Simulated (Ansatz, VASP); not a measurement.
Two plane-wave programs on P

```
P
1.0
     0.00000    1.97600    1.97600
     1.97600    0.00000    1.97600
     1.97600    1.97600    0.00000
P
1
Direct
  0.00000 0.00000 0.00000
```

Alike in both runs: task single point; functional BLYP; k mesh 15 × 15 × 15; occupations fermi-dirac, width 0.1 eV; no spin polarisation.

|  | VASP | Ansatz |
| --- | --- | --- |
| version | VASP 6.6.1 | Ansatz 0.2.0 |
| potentials or method | VASP PAW PBE potentials, release 64 (P) | plane waves (420 eV) with PAW, scalar-relativistic |
| plane-wave cutoff (eV) | 520 | 420 |
| valence electrons in the cell | 5 | 5 |

```csv
,VASP,Ansatz,Ansatz less VASP
pressure (GPa),6.6,6.5,-0.20
```

The functional is the same, so the differences come from potentials, cutoffs and numerics.

Caveats: the PAW data sets were made with another functional, which shifts forces and pressure a little (VASP).
